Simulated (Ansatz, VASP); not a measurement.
## ZnS in VASP and in Ansatz

Contents of INCAR:

```
SYSTEM = ZnS
PREC     = Accurate       ! precision mode
ENCUT    = 520            ! plane-wave cutoff, eV
EDIFF    = 1E-6           ! SCF threshold, eV
ISMEAR   = 0              ! smearing method
SIGMA    = 0.05           ! smearing width, eV
LREAL    = .FALSE.        ! projectors in reciprocal space
LASPH    = .TRUE.         ! aspherical terms in the spheres
NELM     = 80             ! most SCF steps
ALGO     = Normal         ! electronic algorithm
ISIF     = 2              ! what is computed and relaxed
LWAVE    = .FALSE.        ! write WAVECAR
LCHARG   = .FALSE.        ! write CHGCAR
GGA      = PE             ! functional
NBANDS   = 16             ! bands
```

KPOINTS

```
regular mesh
0
G
  10 10 10
  0 0 0
```

File POSCAR:

```
ZnS
1.0
    0.0000000000      3.0360198112      2.1464660065
    3.0360198112      0.0000000000      2.1464660065
    3.0360198112      3.0360198112      0.0000000000
Zn S
1 1
Direct
    0.0000000000      0.0000000000      0.0000000000
    0.7500000000      0.7500000000      0.7500000000
```

Input for Ansatz:

```yaml
crystal:
  lattice:
    - [0.0, 3.0360198112, 2.1464660065]
    - [3.0360198112, 0.0, 2.1464660065]
    - [3.0360198112, 3.0360198112, 0.0]
  atoms:
    - { symbol: Zn, position: [0.0, 0.0, 0.0] }
    - { symbol: S, position: [0.75, 0.75, 0.75] }
basis:
  ecutwfc: 420
kpoints:
  mp_grid: { grid: [10, 10, 10] }
hamiltonian:
  xc: pbe
scf:
  occupations: { method: gaussian, width: 0.05 }
output:
  forces: true
  stress: true
  eigenvalues: true
```

Alike in both runs: task single point; functional PBE; k mesh 10 × 10 × 10; occupations gaussian, width 0.05 eV; no spin polarisation.

|  | VASP | Ansatz |
| --- | --- | --- |
| version | VASP 6.6.1 | Ansatz 0.2.0 |
| potentials or method | VASP PAW PBE potentials, release 64 (Zn, S) | scalar-relativistic, plane waves, PAW |
| plane-wave cutoff (eV) | 520 | 420 |
| valence electrons in the cell | 18 | 18 |

```csv
,VASP,Ansatz,Ansatz less VASP
gap on the k mesh at the Fermi level (eV),1.34,1.34,-0.005
least direct gap on the mesh (eV),1.34,1.34,-0.005
pressure (GPa),-1.5,-1.6,-0.14
largest component of the traceless stress (GPa),5.52,5.57,+0.056
```

A k mesh can miss the band edges.
